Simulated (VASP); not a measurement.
C:

```
C
1.0
     2.12732   -1.22828    0.00000
     2.12732    1.22828    0.00000
    -1.37907    0.00000    3.50283
C
2
Cartesian
  -0.6699 0.0000 3.5025
  3.5455 0.0000 0.0003
```

This is a stacking variant of graphite.

- Program: VASP 6.6.1
- Task: relaxation of cell and atoms
- Functional: PBE
- Potentials or basis: VASP PAW PBE potentials, release 64 (C)
- Cutoff: 900 eV
- k mesh: 13 × 13 × 8
- Occupations: fermi-dirac, width 0.05 eV
- Spin: no spin polarisation

At the start: pressure 3.9 GPa; volume 9.15 Å³/atom.

Problem. How do energy, volume and symmetry change on relaxing?

Solution. Over 39 steps the energy falls by 8.3 meV/atom and the volume is 10.67 Å³/atom (+16.6 %); space group R-3m (No. 166, to 0.05 Å).

Step by step:
| step | energy change (eV) | largest force (eV/Å) | pressure (GPa) | volume (Å³) |
| --- | --- | --- | --- | --- |
| 1 | 0.0000 | 0.0046 | 3.94 | 18.31 |
| 2 | 0.0079 | 0.0080 | -6.31 | 18.91 |
| 3 | -0.0027 | 0.0021 | 0.36 | 18.50 |
| 4 | -0.0040 | 0.0040 | 0.32 | 18.61 |
| 5 | -0.0074 | 0.0208 | 0.22 | 18.92 |
| 6 | -0.0121 | 0.0552 | 0.12 | 19.54 |
| 7 | -0.0159 | 0.1258 | -0.03 | 20.78 |
| 8 | -0.0098 | 0.7944 | 0.53 | 21.02 |
| 9 | -0.0162 | 0.0606 | 0.04 | 20.82 |
| 10 | -0.0161 | 0.0830 | 0.19 | 20.88 |
| 11 | -0.0163 | 0.0070 | 0.10 | 20.85 |
| 12 | -0.0163 | 0.0513 | -0.04 | 20.87 |
| 13 | -0.0163 | 0.0181 | 0.04 | 20.86 |
| 14 | -0.0163 | 0.0095 | 0.00 | 20.88 |
| 15 | -0.0163 | 0.0107 | 0.00 | 20.88 |
| 16 | -0.0163 | 0.0129 | 0.01 | 20.89 |
| 17 | -0.0163 | 0.0180 | 0.06 | 20.91 |
| 18 | -0.0163 | 0.0296 | 0.17 | 20.95 |
| 19 | -0.0164 | 0.0218 | 0.17 | 20.96 |
| 20 | -0.0164 | 0.0178 | 0.13 | 20.99 |
| 21 | -0.0164 | 0.0678 | -0.01 | 21.06 |
| 22 | -0.0164 | 0.0461 | 0.03 | 21.03 |
| 23 | -0.0164 | 0.0330 | 0.07 | 21.01 |
| 24 | -0.0164 | 0.0212 | 0.03 | 21.03 |
| 25 | -0.0164 | 0.0151 | -0.16 | 21.10 |
| 26 | -0.0164 | 0.0029 | -0.10 | 21.08 |
| 27 | -0.0164 | 0.0102 | -0.07 | 21.10 |
| 28 | -0.0165 | 0.0361 | 0.01 | 21.17 |
| 29 | -0.0165 | 0.0234 | 0.04 | 21.20 |
| 30 | -0.0165 | 0.0216 | 0.06 | 21.21 |
| 31 | -0.0165 | 0.0275 | 0.10 | 21.23 |
| 32 | -0.0165 | 0.0564 | 0.13 | 21.27 |
| 33 | -0.0165 | 0.0304 | 0.09 | 21.23 |
| 34 | -0.0165 | 0.0245 | 0.08 | 21.27 |
| 35 | -0.0165 | 0.0157 | 0.02 | 21.36 |
| 36 | -0.0165 | 0.0164 | 0.05 | 21.32 |
| 37 | -0.0165 | 0.0133 | 0.00 | 21.33 |
| 38 | -0.0165 | 0.0102 | 0.01 | 21.33 |
| 39 | -0.0165 | 0.0020 | 0.00 | 21.34 |

Final structure:
```
CELL_PARAMETERS angstrom
2.13630 -1.23333 -0.00425
2.13630 1.23333 -0.00425
-1.39179 0.00000 4.05164
ATOMIC_POSITIONS crystal
C 0.16666 0.16666 0.00000
C 0.83334 0.83334 0.00000
```

Caveat: the volume moved by over 15 % at a fixed basis, so the end points are rough; this functional lacks dispersion, which binds the layers, so the pressure and a relaxed spacing across them are unreliable, and here the layers came unbound.
